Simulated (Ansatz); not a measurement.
Here is an Ansatz 0.2.0 calculation.

File input.yaml:

```yaml
crystal:
  lattice:
    - [0.0, 3.01, 3.01]
    - [3.01, 0.0, 3.01]
    - [3.01, 3.01, 0.0]
  atoms:
    - { symbol: Sn, position: [0.0, 0.0, 0.0] }
    - { symbol: Se, position: [0.5, 0.5, 0.5] }
hamiltonian:
  xc: pbe
  pseudopotentials: { kind: paw }
kpoints:
  mp_grid: { grid: [6, 6, 6] }
scf:
  occupations: { method: fermi_dirac, width: 0.05 }
output:
  forces: true
  stress: true
  eigenvalues: true
```

Potentials or basis: Ansatz PAW.

Launch:

```console
$ ansatz run input.yaml --threads 2 --pin off --max-ram 5120MiB --backend cpu --events-out ev --progress --plain --runs-dir out
```

(1) What does it give for the band gap on the k mesh?

(2) Estimate the pressure.

Answers

(1) 0.58 eV, direct.

(2) 0.6 GPa.

Caveat: spin-orbit coupling is left out, which moves the levels of the heavy elements.
